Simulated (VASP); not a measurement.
# NiO (Fm-3m) in VASP: a series of runs, part 2 of 2

VASP 6.6.1. Earlier steps stand in the parts before.

## Step 3: Band structure, PBE+U, collinear spin, ferromagnetic start

Contents of INCAR:

```
SYSTEM = NiO
ALGO = Normal
AMIX = 0.2
AMIX_MAG = 0.8
BMIX = 1E-4
BMIX_MAG = 1E-4
EDIFF = 1E-6
ENCUT = 520
GGA = PE
ICORELEVEL = 1
ISIF = 2
ISMEAR = 0
ISPIN = 2
LASPH = .TRUE.
LCHARG = .FALSE.
LDAU = .TRUE.
LDAUJ = 0 0
LDAUL = 2 -1
LDAUPRINT = 1
LDAUTYPE = 2
LDAUU = 6.2 0
LMAXMIX = 4
LORBIT = 11
LREAL = .FALSE.
LWAVE = .FALSE.
MAGMOM = 2 0
NBANDS = 19
NELM = 150
PREC = Accurate
SIGMA = 0.03
```

Contents of KPOINTS:

```
k-points
0
G
  12 12 12
  0 0 0
```

Contents of POSCAR:

```
NiO                                     
1.0
    0.0000000000      2.0978138330      2.0978138330
    2.0978138330      0.0000000000      2.0978138330
    2.0978138330      2.0978138330      0.0000000000
  Ni              O             
     1     1
Direct
     0.0000000000000000    0.0000000000000000    0.0000000000000000
     0.5000000000000000    0.5000000000000000    0.5000000000000000
```

Contents of KPOINTS_OPT:

```
explicit points
159
Reciprocal
 0.0000000000  0.0000000000  0.0000000000 1
 0.0357142857  0.0000000000  0.0357142857 1
 0.0714285714  0.0000000000  0.0714285714 1
 0.1071428571  0.0000000000  0.1071428571 1
 0.1428571429  0.0000000000  0.1428571429 1
 0.1785714286  0.0000000000  0.1785714286 1
[... 151 lines left out ...]
 0.4250000000  0.0000000000  0.4250000000 1
 0.4500000000  0.0000000000  0.4500000000 1
```

Potentials or basis: VASP PAW PBE potentials, release 64 (Ni, O).

Started as:

```console
> cat potpaw_PBE.64/Ni/POTCAR potpaw_PBE.64/O/POTCAR > POTCAR
> mpirun -np 1 vasp_std > vasp.out
```

OUTCAR:

```text
SYSTEM = NiO
   AMIX = 0.2
   AMIX_MAG = 0.8
   EDIFF = 1E-6
   ENCUT = 520
   GGA = PE
   ISIF = 2
   ISMEAR = 0
   ISPIN = 2
   LASPH = .TRUE.
   LORBIT = 11
   LREAL = .FALSE.
   NELM = 150
   PREC = Accurate

 ion  position               nearest neighbor table
   1  0.000  0.000  0.000-   2 2.10   2 2.10   2 2.10   2 2.10   2 2.10   2 2.10
   2  0.500  0.500  0.500-   1 2.10   1 2.10   1 2.10   1 2.10   1 2.10   1 2.10

  LATTYP: Found a face centered cubic cell.
 ALAT       =     4.1956276660

  Lattice vectors:

 A1 = (   0.0000000000,   2.0978138330,   2.0978138330)
 A2 = (   2.0978138330,   0.0000000000,   2.0978138330)
 A3 = (   2.0978138330,   2.0978138330,   0.0000000000)

Analysis of symmetry for initial positions (statically):
=====================================================================
 Subroutine PRICEL returns:
 Original cell was already a primitive cell.

 Routine SETGRP: Setting up the symmetry group for a
 face centered cubic supercell.

 Subroutine GETGRP returns: Found 48 space group operations
 (whereof 48 operations were pure point group operations)
 out of a pool of 48 trial point group operations.

The static configuration has the point symmetry O_h .

Analysis of symmetry for dynamics (positions and initial velocities):
=====================================================================
 Subroutine PRICEL returns:
 Original cell was already a primitive cell.

 Routine SETGRP: Setting up the symmetry group for a
 face centered cubic supercell.

 Subroutine GETGRP returns: Found 48 space group operations
 (whereof 48 operations were pure point group operations)
 out of a pool of 48 trial point group operations.

The dynamic configuration has the point symmetry O_h .

Analysis of structural, dynamic, and magnetic symmetry:
=====================================================================
 Subroutine PRICEL returns:
 Original cell was already a primitive cell.

 Routine SETGRP: Setting up the symmetry group for a
 face centered cubic supercell.

 Subroutine GETGRP returns: Found 48 space group operations
 (whereof 48 operations were pure point group operations)
 out of a pool of 48 trial point group operations.

The overall configuration has the point symmetry O_h .

 Subroutine INISYM returns: Found 48 space group operations
 (whereof 48 operations are pure point group operations),
 and found     1 'primitive' translations

----------------------------------------------------------------------------------------

                                     Primitive cell

  volume of cell :      18.4642

  direct lattice vectors                    reciprocal lattice vectors
     0.000000000  2.097813833  2.097813833    -0.238343361  0.238343361  0.238343361
     2.097813833  0.000000000  2.097813833     0.238343361 -0.238343361  0.238343361
     2.097813833  2.097813833  0.000000000     0.238343361  0.238343361 -0.238343361

  length of vectors
     2.966756774  2.966756774  2.966756774     0.412822811  0.412822811  0.412822811

[... 112 lines left out ...]
   IVDW    =     0    specifies the selected vdW correction
   LEPSILON=     F    determine dielectric tensor
   LRPA    =     F    only Hartree local field effects (RPA)
 spin polarized calculation
 Gauss-broadening in eV      SIGMA  =   0.03
  energy-cutoff  :      520.00
  volume of cell :       18.46
 maximum number of plane-waves:       531
 NGX is ok and might be reduce to    24
   NGX = 11   NGY = 11   NGZ = 11

atom =   1  type =  1  l = 2

 onsite density matrix

spin component  1

  0.9833 -0.0000  0.0000 -0.0000 -0.0000
 -0.0000  0.9833 -0.0000 -0.0000 -0.0000
  0.0000 -0.0000  1.0358 -0.0000  0.0000
 -0.0000 -0.0000 -0.0000  0.9833 -0.0000
 -0.0000 -0.0000  0.0000 -0.0000  1.0358

spin component  2

  0.9820 -0.0000  0.0000 -0.0000 -0.0000
 -0.0000  0.9820 -0.0000 -0.0000 -0.0000
  0.0000 -0.0000  0.1365  0.0000  0.0000
 -0.0000 -0.0000  0.0000  0.9820 -0.0000
 -0.0000 -0.0000  0.0000 -0.0000  0.1365

 occupancies and eigenvectors

  o =  0.1365  v =  0.0000  0.0000  0.0000  0.0000  0.0000  0.0000 -0.0000 -0.0054  0.0000  1.0000      0.0000  0.0000  0.0000  0.0000  0.0000  0.0000  0.0000  0.0000  0.0000  0.0000
  o =  0.1365  v =  0.0000  0.0000  0.0000  0.0000  0.0000  0.0000 -0.0000  1.0000 -0.0000  0.0054      0.0000  0.0000  0.0000  0.0000  0.0000  0.0000  0.0000  0.0000  0.0000  0.0000
  o =  0.9820  v =  0.0000  0.0000  0.0000  0.0000  0.0000  0.0000  0.8703  0.0000  0.4925  0.0000      0.0000  0.0000  0.0000  0.0000  0.0000  0.0000  0.0000  0.0000  0.0000  0.0000
  o =  0.9820  v =  0.0000  0.0000  0.0000  0.0000  0.0000  0.0000 -0.4925  0.0000  0.8703 -0.0000      0.0000  0.0000  0.0000  0.0000  0.0000  0.0000  0.0000  0.0000  0.0000  0.0000
  o =  0.9820  v =  0.0000  0.0000  0.0000  0.0000  0.0000  1.0000  0.0000  0.0000  0.0000  0.0000      0.0000  0.0000  0.0000  0.0000  0.0000  0.0000  0.0000  0.0000  0.0000  0.0000
  o =  0.9833  v =  0.0000  0.9800 -0.0000 -0.1989 -0.0000  0.0000  0.0000  0.0000  0.0000  0.0000      0.0000  0.0000  0.0000  0.0000  0.0000  0.0000  0.0000  0.0000  0.0000  0.0000
  o =  0.9833  v =  0.0000  0.1989 -0.0000  0.9800 -0.0000  0.0000  0.0000  0.0000  0.0000  0.0000      0.0000  0.0000  0.0000  0.0000  0.0000  0.0000  0.0000  0.0000  0.0000  0.0000
  o =  0.9833  v =  1.0000  0.0000  0.0000  0.0000  0.0000  0.0000  0.0000  0.0000  0.0000  0.0000      0.0000  0.0000  0.0000  0.0000  0.0000  0.0000  0.0000  0.0000  0.0000  0.0000
  o =  1.0358  v =  0.0000 -0.0000 -1.0000 -0.0000  0.0011  0.0000  0.0000  0.0000  0.0000  0.0000      0.0000  0.0000  0.0000  0.0000  0.0000  0.0000  0.0000  0.0000  0.0000  0.0000
  o =  1.0358  v =  0.0000 -0.0000 -0.0011  0.0000 -1.0000  0.0000  0.0000  0.0000  0.0000  0.0000      0.0000  0.0000  0.0000  0.0000  0.0000  0.0000  0.0000  0.0000  0.0000  0.0000

 number of electron      16.0000010 magnetization       2.0000002

 Free energy of the ion-electron system (eV)
  ---------------------------------------------------
  ext. energy  EPLUGINS =         0.00000000
  ---------------------------------------------------
  free energy    TOTEN  =       -10.16561665 eV

  energy without entropy =      -10.16561665  energy(sigma->0) =      -10.16561665

 the core state eigenenergies are
   1-  1s  -8197.5456  2s   -967.4327  2p   -830.3114  3s    -96.4876  3p    -56.8634

   2-  1s   -498.1304

 E-fermi :   6.8194     XC(G=0): -12.5663

 val. band max:        6.6187792735   @ k =   0.5000   0.0000   0.0000
 cond. band min:       9.1650537837   @ k =   0.0000   0.0000   0.0000
 fundamental gap:      2.5462745102
 Fermi energy:         6.8194394673

 spin component 1

 k-point     1 :       0.0000    0.0000    0.0000
  band No.  band energies     occupation
      1     -12.1284      1.00000
      2       0.5071      1.00000
      3       0.5072      1.00000
      4       1.6230      1.00000
      5       1.6231      1.00000
      6       1.6231      1.00000
[... 1049 lines left out ...]
     18      38.2812      0.00000
     19      38.8386      0.00000

 [... further k-points ...]
[... 5 lines left out ...]
  --------------------------------------------------------------------------------------
  -------------------------------------------------------------------------------------
  Total        0.0327752      0.0327752      0.0327752     -0.0000000      0.0000000      0.0000000
  in kB        2.8439707      2.8439707      2.8439707     -0.0000000      0.0000000      0.0000000
  external PRESSURE =       2.8439707 kB  Pullay stress =       0.0000000 kB

 VOLUME and BASIS-vectors are now :
 -----------------------------------------------------------------------------
  energy-cutoff  :      520.00
  volume of cell :       18.46
      direct lattice vectors                 reciprocal lattice vectors
     0.000000000  2.097813833  2.097813833    -0.238343361  0.238343361  0.238343361
     2.097813833  0.000000000  2.097813833     0.238343361 -0.238343361  0.238343361
     2.097813833  2.097813833  0.000000000     0.238343361  0.238343361 -0.238343361

 POSITION                                       TOTAL-FORCE (eV/Angst)
 -----------------------------------------------------------------------------------
      0.00000      0.00000      0.00000        -0.000000     -0.000000      0.000000
      2.09781      2.09781      2.09781         0.000000      0.000000     -0.000000
 -----------------------------------------------------------------------------------
    total drift:                                0.000000     -0.000000     -0.000000

  FREE ENERGIE OF THE ION-ELECTRON SYSTEM (eV)
  ---------------------------------------------------
  free  energy   TOTEN  =       -10.1656166526 eV

  energy  without entropy=      -10.1656166526  energy(sigma->0) =      -10.16561665

 total charge

# of ion       s       p       d       tot
------------------------------------------
    1        0.340   0.416   8.213   8.969
    2        1.547   3.477   0.000   5.024
--------------------------------------------------
tot          1.888   3.892   8.213  13.993

 magnetization (x)

# of ion       s       p       d       tot
------------------------------------------
    1        0.012   0.013   1.800   1.824
    2        0.017   0.152   0.000   0.169
--------------------------------------------------
tot          0.029   0.165   1.800   1.994
```

It took 39 s on 1 thread of Intel Xeon 6975P-C (Granite Rapids), shared host; peak memory 0.2 GiB.

What came out:

| Quantity | Value |
| --- | --- |
| Free energy | -10.1656 eV |
| Pressure | 0.3 GPa |
| Band gap on the k mesh | 2.55 eV, indirect (least direct gap 3.19 eV) |
| Band gap along the path | 2.55 eV, indirect (least direct gap 3.16 eV) |
| Net moment | 2.00 μB per cell |
| Site moments | Ni +1.82; O +0.17 μB |
| Valence electrons inside the program's atomic spheres | Ni 8.97; O 5.02 |

Levels at the corners of the path, in eV from the valence-band top:
Spin up:
| point | band 7 | band 8 | band 9 | band 10 | band 11 | band 12 |
| --- | --- | --- | --- | --- | --- | --- |
| Γ | -1.37 | -1.37 | -1.37 | 2.66 | 17.83 | 17.83 |
| X | -4.19 | -2.72 | -2.72 | 6.97 | 11.48 | 11.86 |
| X | -4.19 | -2.72 | -2.72 | 6.97 | 11.48 | 11.86 |
| W | -3.12 | -3.12 | -1.96 | 9.36 | 11.45 | 11.45 |
| W | -3.12 | -3.12 | -1.96 | 9.36 | 11.45 | 11.45 |
| K | -3.34 | -2.92 | -1.46 | 8.66 | 10.80 | 11.62 |
| K | -3.34 | -2.92 | -1.46 | 8.66 | 10.80 | 11.62 |
| Γ | -1.37 | -1.37 | -1.37 | 2.66 | 17.83 | 17.83 |
| Γ | -1.37 | -1.37 | -1.37 | 2.66 | 17.83 | 17.83 |
| L | -3.11 | 0.00 | 0.00 | 6.72 | 11.03 | 14.92 |
| L | -3.11 | 0.00 | 0.00 | 6.72 | 11.03 | 14.92 |
| U | -3.34 | -2.92 | -1.46 | 8.66 | 10.80 | 11.62 |
| U | -3.34 | -2.92 | -1.46 | 8.66 | 10.80 | 11.62 |
| W | -3.12 | -3.12 | -1.96 | 9.36 | 11.45 | 11.45 |
| W | -3.12 | -3.12 | -1.96 | 9.36 | 11.45 | 11.45 |
| L | -3.11 | 0.00 | 0.00 | 6.72 | 11.03 | 14.92 |
| L | -3.11 | 0.00 | 0.00 | 6.72 | 11.03 | 14.92 |
| K | -3.34 | -2.92 | -1.46 | 8.66 | 10.80 | 11.62 |
| U | -3.34 | -2.92 | -1.46 | 8.66 | 10.80 | 11.62 |
| X | -4.19 | -2.72 | -2.72 | 6.97 | 11.48 | 11.86 |
Spin down:
| point | band 5 | band 6 | band 7 | band 8 | band 9 | band 10 |
| --- | --- | --- | --- | --- | --- | --- |
| Γ | -1.03 | -1.03 | -1.03 | 2.55 | 2.55 | 3.01 |
| X | -3.11 | -2.40 | -2.40 | 2.99 | 3.42 | 7.62 |
| X | -3.11 | -2.40 | -2.40 | 2.99 | 3.42 | 7.62 |
| W | -3.11 | -2.44 | -2.44 | 3.32 | 3.83 | 10.12 |
| W | -3.11 | -2.44 | -2.44 | 3.32 | 3.83 | 10.12 |
| K | -2.70 | -2.61 | -2.50 | 3.49 | 3.87 | 9.21 |
| K | -2.70 | -2.61 | -2.50 | 3.49 | 3.87 | 9.21 |
| Γ | -1.03 | -1.03 | -1.03 | 2.55 | 2.55 | 3.01 |
| Γ | -1.03 | -1.03 | -1.03 | 2.55 | 2.55 | 3.01 |
| L | -2.21 | -1.95 | -1.95 | 4.85 | 4.85 | 6.89 |
| L | -2.21 | -1.95 | -1.95 | 4.85 | 4.85 | 6.89 |
| U | -2.70 | -2.61 | -2.50 | 3.49 | 3.87 | 9.21 |
| U | -2.70 | -2.61 | -2.50 | 3.49 | 3.87 | 9.21 |
| W | -3.11 | -2.44 | -2.44 | 3.32 | 3.83 | 10.12 |
| W | -3.11 | -2.44 | -2.44 | 3.32 | 3.83 | 10.12 |
| L | -2.21 | -1.95 | -1.95 | 4.85 | 4.85 | 6.89 |
| L | -2.21 | -1.95 | -1.95 | 4.85 | 4.85 | 6.89 |
| K | -2.70 | -2.61 | -2.50 | 3.49 | 3.87 | 9.21 |
| U | -2.70 | -2.61 | -2.50 | 3.49 | 3.87 | 9.21 |
| X | -3.11 | -2.40 | -2.40 | 2.99 | 3.42 | 7.62 |

Eigenvalues of the final occupation matrices:
| site | spin | trace | eigenvalues |
| --- | --- | --- | --- |
| site 1 d | 1 | 5.02 | 0.98 0.98 0.98 1.04 1.04 |
| site 1 d | 2 | 3.22 | 0.14 0.14 0.98 0.98 0.98 |

Core levels (eV, on the scale of the bands):
```
atom                                                levels
1 Ni  1s -8197.5, 2s -967.4, 2p -830.3, 3s -96.5, 3p -56.9
 2 O                                             1s -498.1
```

Caveat: a cell with one magnetic atom can't hold antiferromagnetic order, which such compounds often take. The state reached can hang on the start; a lower one may exist.
